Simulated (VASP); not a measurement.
A run of VASP 6.6.1:

Contents of INCAR:

```
SYSTEM = ZrB2
PREC     = Accurate       ! precision mode
ENCUT    = 520            ! plane-wave cutoff, eV
EDIFF    = 1E-7           ! SCF threshold, eV
ISMEAR   = 1              ! smearing method
SIGMA    = 0.1            ! smearing width, eV
LREAL    = .False.        ! projectors in reciprocal space
LASPH    = .True.         ! aspherical terms in the spheres
NELM     = 150            ! most SCF steps
ALGO     = Normal         ! electronic algorithm
ISIF     = 2              ! what is computed and relaxed
LWAVE    = .False.        ! write WAVECAR
LCHARG   = .True.         ! write CHGCAR
LNONCOLLINEAR= .True.         ! non-collinear magnetism
MAGMOM   = 0 0 0 0 0 0 0 0 0 ! initial moments
LORBIT   = 11             ! projections on sites
LSORBIT  = .True.         ! spin-orbit coupling
GGA_COMPAT= .False.      
LORBMOM  = .True.       
LMAXMIX  = 4              ! l up to which the mixer works
GGA      = RE             ! functional
IVDW     = 13             ! dispersion correction
LVHAR    = .True.       
NBANDS   = 31             ! bands
```

File KPOINTS:

```
Automatic mesh
0
Gamma
  10 10 8
  0 0 0
```

Contents of POSCAR:

```
ZrB2
1.0
    3.1700000000      0.0000000000      0.0000000000
   -1.5850000000      2.7453005300      0.0000000000
    0.0000000000      0.0000000000      3.5330000000
Zr B
1 2
Direct
    0.0000000000      0.0000000000      0.0000000000
    0.6666666667      0.3333333333      0.5000000000
    0.3333333333      0.6666666667      0.5000000000
```

Potentials or basis: VASP PAW PBE potentials, release 64 (Zr_sv, B).

Command:

```console
$ cat potpaw_PBE.64/Zr_sv/POTCAR potpaw_PBE.64/B/POTCAR > POTCAR
$ mpirun -np 1 vasp_ncl > vasp.out
```

Hardware: 1 thread of Intel(R) Xeon(R) Platinum 8259CL CPU @ 2.50GHz (Skylake/Cascade Lake), on a shared host.

Question: How long does it take, and how much memory?

Answer: It took 120 s on 1 thread of Intel(R) Xeon(R) Platinum 8259CL CPU @ 2.50GHz (Skylake/Cascade Lake), on a shared host, peak memory 0.27 GiB. Counts: scf iterations 15, k points 70.
